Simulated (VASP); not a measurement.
# SiO2 (Cristobalite) (P4_12_12) in VASP: notebook, part 2 of 2

VASP 6.6.1.

## Step 5: Single point, LDA

File INCAR:

```
ADDGRID = F
ALGO = Normal
EDIFF = 1E-7
ENCUT = 460
ISIF = 2
ISMEAR = 0
LASPH = T
LCHARG = F
LREAL = F
LWAVE = F
NELM = 100
PREC = Normal
SIGMA = 0.05
```

File KPOINTS:

```
k-points
0
Gamma
  4 4 3
```

File POSCAR:

```
SiO2
1.0
    4.9820000000      0.0000000000      0.0000000000
    0.0000000000      4.9820000000      0.0000000000
    0.0000000000      0.0000000000      6.9630000000
Si O
4 8
Direct
    0.7989700000      0.2010300000      0.7500000000
    0.7010300000      0.7010300000      0.5000000000
    0.2010300000      0.7989700000      0.2500000000
    0.2989700000      0.2989700000      0.0000000000
    0.1034700000      0.2398900000      0.8218700000
    0.2601100000      0.6034700000      0.0718700000
    0.8965300000      0.7601100000      0.3218700000
    0.7398900000      0.3965300000      0.5718700000
    0.6034700000      0.2601100000      0.9281300000
    0.7601100000      0.8965300000      0.6781300000
    0.3965300000      0.7398900000      0.4281300000
    0.2398900000      0.1034700000      0.1781300000
```

Potentials or basis: VASP PAW LDA potentials, release 64 (Si, O).

Command:

```sh
$ cat potpaw_LDA.64/Si/POTCAR potpaw_LDA.64/O/POTCAR > POTCAR
$ mpirun -np 1 vasp_std > vasp.out
```

OUTCAR:

```text
EDIFF = 1E-7
   ENCUT = 460
   ISIF = 2
   ISMEAR = 0
   LASPH = T
   LREAL = F
   NELM = 100
   PREC = Normal

 Found     12 irreducible k-points:

 Following reciprocal coordinates:
            Coordinates               Weight
  0.000000  0.000000  0.000000      1.000000
  0.250000  0.000000  0.000000      4.000000
  0.500000  0.000000  0.000000      2.000000
  0.250000  0.250000  0.000000      4.000000
  0.500000  0.250000  0.000000      4.000000
  0.500000  0.500000  0.000000      1.000000
   k-points           NKPTS =     12   k-points in BZ     NKDIM =     12   number of bands    NBANDS=     39
   number of dos      NEDOS =    301   number of ions     NIONS =     12
   total plane-waves  NPLWV =  31360
   dimension x,y,z NGX =    28 NGY =   28 NGZ =   40
   dimension x,y,z NGXF=    56 NGYF=   56 NGZF=   80
   ions per type =               4   8
   NGX,Y,Z   is equivalent  to a cutoff of   9.34,  9.34,  9.55 a.u.
   NGXF,Y,Z  is equivalent  to a cutoff of  18.69, 18.69, 19.10 a.u.
 SYSTEM =  unknown system
   PREC   = normal    normal or accurate (medium, high low for compatibility)
   ISTART =      0    job   : 0-new  1-cont  2-samecut
[... 64 lines left out ...]
  band No.  band energies     occupation
      1     -19.4261      2.00000
      2     -18.4940      2.00000
      3     -18.4940      2.00000
      4     -17.2686      2.00000
      5     -17.2172      2.00000
      6     -17.2144      2.00000
[... 241 lines left out ...]
     38       9.4386      0.00000
     39       9.8549      0.00000

 [... further k-points ...]
[... 5 lines left out ...]
  --------------------------------------------------------------------------------------
  -------------------------------------------------------------------------------------
  Total       -0.1172801     -0.1172801      0.4235431      0.0000000      0.0000000      0.0000000
  in kB       -1.0872540     -1.0872540      3.9264883      0.0000000      0.0000000      0.0000000
  external PRESSURE =       0.5839934 kB  Pullay stress =       0.0000000 kB

 VOLUME and BASIS-vectors are now :
 -----------------------------------------------------------------------------
  energy-cutoff  :      460.00
  volume of cell :      172.82
      direct lattice vectors                 reciprocal lattice vectors
     4.982000000  0.000000000  0.000000000     0.200722601  0.000000000  0.000000000
     0.000000000  4.982000000  0.000000000     0.000000000  0.200722601  0.000000000
     0.000000000  0.000000000  6.963000000     0.000000000  0.000000000  0.143616257

 POSITION                                       TOTAL-FORCE (eV/Angst)
 -----------------------------------------------------------------------------------
      3.98047      1.00153      5.22225         0.128559     -0.128559     -0.000000
      3.49253      3.49253      3.48150        -0.128559     -0.128559     -0.000000
      1.00153      3.98047      1.74075        -0.128559      0.128559     -0.000000
      1.48947      1.48947      0.00000         0.128559      0.128559     -0.000000
      0.51549      1.19513      5.72268        -0.086054     -0.044298     -0.113058
      1.29587      3.00649      0.50043         0.044298     -0.086054     -0.113058
      4.46651      3.78687      2.24118         0.086054      0.044298     -0.113058
      3.68613      1.97551      3.98193        -0.044298      0.086054     -0.113058
      3.00649      1.29587      6.46257        -0.086054      0.044298      0.113058
      3.78687      4.46651      4.72182         0.044298      0.086054      0.113058
      1.97551      3.68613      2.98107         0.086054     -0.044298      0.113058
      1.19513      0.51549      1.24032        -0.044298     -0.086054      0.113058
 -----------------------------------------------------------------------------------
    total drift:                                0.000001     -0.000001     -0.000000

  FREE ENERGIE OF THE ION-ELECTRON SYSTEM (eV)
  ---------------------------------------------------
  free  energy   TOTEN  =      -103.7778203982 eV

  energy  without entropy=     -103.7778203982  energy(sigma->0) =     -103.77782040
```

OSZICAR:

```text
N       E                     dE             d eps       ncg     rms          rms(c)
DAV:   1     0.410368448550E+03    0.41037E+03   -0.31333E+04   944   0.136E+03
DAV:   2    -0.855397832498E+02   -0.49591E+03   -0.48129E+03  1210   0.333E+02
DAV:   3    -0.116973903092E+03   -0.31434E+02   -0.31336E+02  1104   0.943E+01
DAV:   4    -0.117443457236E+03   -0.46955E+00   -0.46870E+00  1112   0.124E+01
DAV:   5    -0.117454593763E+03   -0.11137E-01   -0.11133E-01  1090   0.182E+00    0.303E+01
DAV:   6    -0.104135706372E+03    0.13319E+02   -0.59468E+01  1083   0.366E+01    0.147E+01
DAV:   7    -0.103914322215E+03    0.22138E+00   -0.16213E+00  1185   0.569E+00    0.532E+00
DAV:   8    -0.103794136005E+03    0.12019E+00   -0.86276E-02  1104   0.192E+00    0.192E+00
DAV:   9    -0.103776677080E+03    0.17459E-01   -0.28347E-02  1104   0.108E+00    0.325E-01
DAV:  10    -0.103777907569E+03   -0.12305E-02   -0.39489E-03  1090   0.325E-01    0.116E-01
DAV:  11    -0.103777815162E+03    0.92407E-04   -0.13222E-03  1104   0.196E-01    0.219E-02
DAV:  12    -0.103777818160E+03   -0.29980E-05   -0.31388E-05  1090   0.315E-02    0.101E-02
DAV:  13    -0.103777820145E+03   -0.19853E-05   -0.82648E-06  1104   0.137E-02    0.516E-03
DAV:  14    -0.103777820378E+03   -0.23235E-06   -0.28817E-07   889   0.310E-03    0.114E-03
DAV:  15    -0.103777820398E+03   -0.20476E-07   -0.38475E-08   720   0.935E-04
   1 F= -.10377782E+03 E0= -.10377782E+03  d E =-.130324E-11
```

It took 38 s on 1 thread of Intel Xeon Platinum 8488C (Sapphire Rapids), shared host; peak memory 0.17 GiB.

These settings aren't checked as converged: the numbers below hold their error.

What came out:

```
Free energy            : -103.7778 eV
Pressure               : 0.1 GPa
Largest force          : 0.182 eV/Å
Band gap on the k mesh : 5.52 eV, direct
```

Caveat: the cutoff is under 1.25 times the usual one of these potentials, so pressure, stress and relaxed cells hold a basis-set (Pulay) error.

## Step 6: The reference run

An earlier run on the cell as given: functional PBE; potentials or basis VASP PAW PBE potentials, release 64 (Si, O); cutoff 520 eV; k mesh 6 × 6 × 4; occupations fermi-dirac, width 0.05 eV; no spin polarisation.

- Pressure: 6.4 GPa
- Largest force: 0.405 eV/Å
- Band gap on the k mesh: 5.76 eV, direct
